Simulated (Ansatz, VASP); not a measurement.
Ag in VASP and in Ansatz

```
Ag
1.0
     0.00000    2.07406    2.07406
     2.07406    0.00000    2.07406
     2.07406    2.07406    0.00000
Ag
1
Direct
  0.00000 0.00000 0.00000
```

Alike in both runs: functional PBE; k mesh 16 × 16 × 16; occupations fermi-dirac, width 0.08 eV; no spin polarisation.

Ansatz relaxed the structure, and its values are those at the end. VASP's run is a single point on that final structure, the one shown.

```csv
,VASP,Ansatz
version,VASP 6.6.1,Ansatz 0.2.0
potentials or method,"VASP PAW PBE potentials, release 64 (Ag)","PAW with Ansatz's default frozen-core files, scalar-relativistic"
plane-wave cutoff (eV),520,420
valence electrons in the cell,11,19
```

|  | VASP | Ansatz | Ansatz less VASP |
| --- | --- | --- | --- |
| pressure (GPa) | -0.1 | 0.0 | +0.11 |

The two sets of potentials don't hold the same shells in valence.
